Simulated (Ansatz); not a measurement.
**From the elastic tensor of AgBr to moduli and sound speeds**

All numbers below come from Ansatz, DFT PBE, scalar-relativistic, plane waves, PAW. Cutoff 420 eV, 12×12×12 k-points (Γ-centred), fixed occupations. No spin polarisation.

The structure is cubic, space group Fm-3m (No. 225). The conventional cell has a = 5.841 Å, b = 5.841 Å, c = 5.841 Å, α = 90.00°, β = 90.00°, γ = 90.00°. Ag (site symmetry m-3m) is surrounded by 6 Br at 2.92 Å. Around Br (site symmetry m-3m) lie 6 Ag at 2.92 Å.

The structure comes from a generated guess, relaxed at this level; another structure or a mixture of phases may lie lower.

Relaxed-ion constants (GPa, on the Cartesian axes of the calculation):
```
49.6 34.7 31.8  0.0  0.0  0.0
34.7 49.6 31.8  0.0  0.0  0.0
31.8 31.8 52.9  0.0  0.0  0.0
 0.0  0.0  0.0  7.5  0.0  0.0
 0.0  0.0  0.0  0.0  7.5  0.0
 0.0  0.0  0.0  0.0  0.0 10.5
```

Density 6.259 g/cm³; 2 atoms in 49.82 Å³.

With S = C⁻¹: B_V = (C11+C22+C33+2(C12+C13+C23))/9, G_V = (C11+C22+C33−C12−C13−C23+3(C44+C55+C66))/15, 1/B_R = S11+S22+S33+2(S12+S13+S23), 15/G_R = 4(S11+S22+S33−S12−S13−S23)+3(S44+S55+S66); Hill is their mean. Then v_l = √((B+4G/3)/ρ), v_t = √(G/ρ), v_m = [(2/v_t³+1/v_l³)/3]^(−1/3) and Θ = (ħ/k_B)·v_m·(6π²n/V)^(1/3) for n atoms in the volume V; E = 9BG/(3B+G), ν = (3B−2G)/(2(3B+G)) and A^U = 5G_V/G_R + B_V/B_R − 6.

```json
{
 "Bulk modulus, Voigt / Reuss / Hill": "38.7 / 38.7 / 38.7 GPa",
 "Shear modulus, Voigt / Reuss / Hill": "8.7 / 8.4 / 8.6 GPa",
 "Young's modulus": "24 GPa",
 "Poisson ratio": "0.397",
 "Pugh ratio B/G": "4.52 (over 1.75, the rule of thumb for ductile)",
 "Universal anisotropy index": "0.14",
 "Longitudinal and transverse sound speeds": "2831 and 1170 m/s",
 "Debye temperature from the mean sound speed": "135 K"
}
```
